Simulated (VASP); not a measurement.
Input of a VASP 6.6.1 run:

Contents of INCAR:

```
SYSTEM = SiC
ALGO = Normal
EDIFF = 1E-7
ENCUT = 520
GGA = PE
ISIF = 2
ISMEAR = 0
LASPH = .TRUE.
LCHARG = .FALSE.
LREAL = .FALSE.
LWAVE = .FALSE.
NBANDS = 16
NELM = 100
PREC = Accurate
SIGMA = 0.02
```

File KPOINTS:

```
k-points
0
G
  12 12 8
  0 0 0
```

POSCAR

```
SiC
1.0
    3.0760000000      0.0000000000      0.0000000000
   -1.5380000000      2.6638941400      0.0000000000
    0.0000000000      0.0000000000      5.0480000000
Si C
2 2
Direct
    0.3333333300      0.6666666700      0.0000000000
    0.6666666700      0.3333333300      0.5000000000
    0.3333333300      0.6666666700      0.3850000000
    0.6666666700      0.3333333300      0.8850000000
```

Potentials or basis: VASP PAW PBE potentials, release 64 (Si, C).

Command:

```sh
$ cat potpaw_PBE.64/Si/POTCAR potpaw_PBE.64/C/POTCAR > POTCAR
$ mpirun -np 1 vasp_std > vasp.out
```

Task: Estimate the band gap on the k mesh.

Result: 2.32 eV, indirect (least direct gap 4.08 eV).

Task: What does it give for the largest force?

Result: 0.753 eV/Å.

Forces on the atoms (eV/Å):
```
Si   0.000  0.000  0.753
Si   0.000  0.000  0.753
C    0.000  0.000 -0.753
C    0.000  0.000 -0.753
```

A k mesh can miss the band edges. Expect the measured gap to be larger: semilocal functionals such as PBE lack the derivative discontinuity.
